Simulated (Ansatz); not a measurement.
**B2P: before and after**

Level of theory: DFT PBE, scalar-relativistic, plane waves, PAW (Ansatz 0.2.0). All cells share a 420 eV cutoff and Γ-centred k meshes spaced at most 0.3 Å⁻¹ (0.19 for metals, 2π included).

The start was the marcasite type (Pnnm, No. 58), relaxed within its symmetry. A cell of 6 atoms (1 times the primitive one) was then disturbed at random, relaxed without symmetry and relaxed once more on a fine mesh. For metals, differences of a few meV/atom aren't resolved.

Before:

```
B P
1.0
     3.98097    0.00000    0.00000
     0.00000    4.93739    0.00000
     0.00000    0.00000    3.09292
B P
4 2
Direct
  0.16963 0.39803 0.00000
  0.83037 0.60197 0.00000
  0.66963 0.10197 0.50000
  0.33037 0.89803 0.50000
  0.00000 0.00000 0.00000
  0.50000 0.50000 0.50000
```

After:

```cif
data_structure
_symmetry_space_group_name_H-M 'P1'
_symmetry_Int_Tables_number 1
_cell_length_a 3.1664
_cell_length_b 4.0858
_cell_length_c 4.8295
_cell_angle_alpha 104.912
_cell_angle_beta 96.148
_cell_angle_gamma 97.456
_cell_volume 59.22
loop_
_atom_site_label
_atom_site_type_symbol
_atom_site_symmetry_multiplicity
_atom_site_Wyckoff_symbol
_atom_site_fract_x
_atom_site_fract_y
_atom_site_fract_z
_atom_site_occupancy
B1 B 1 a 0.83096 0.00645 0.70323 1
B2 B 1 a 0.08466 0.24463 0.44814 1
B3 B 1 a 0.40093 0.22323 0.78167 1
B4 B 1 a 0.49770 0.59990 0.05569 1
P1 P 1 a 0.04471 0.88967 0.07174 1
P2 P 1 a 0.64105 0.53612 0.43954 1
```

Problem. Is this a distortion of the same structure or a reconstruction, and what lowers the energy?

Solution. A reconstruction, from Pnnm (No. 58) to P1 (No. 1). Each B has on average 2.5 B contacts in place of 1, longer on average (1.68 → 1.82 Å); each B has on average 2 P contacts in place of 3, shorter on average (2.09 → 1.98 Å).

Problem. What does it gain?

Solution. 688 meV/atom, with the volume going from 10.13 to 9.87 Å³/atom. Against the elements the energy goes from 0.69 to 0.00 eV/atom.

Cost: 4 runs of about 11 core-minutes in all, on Arm Neoverse V2 (shared hosts).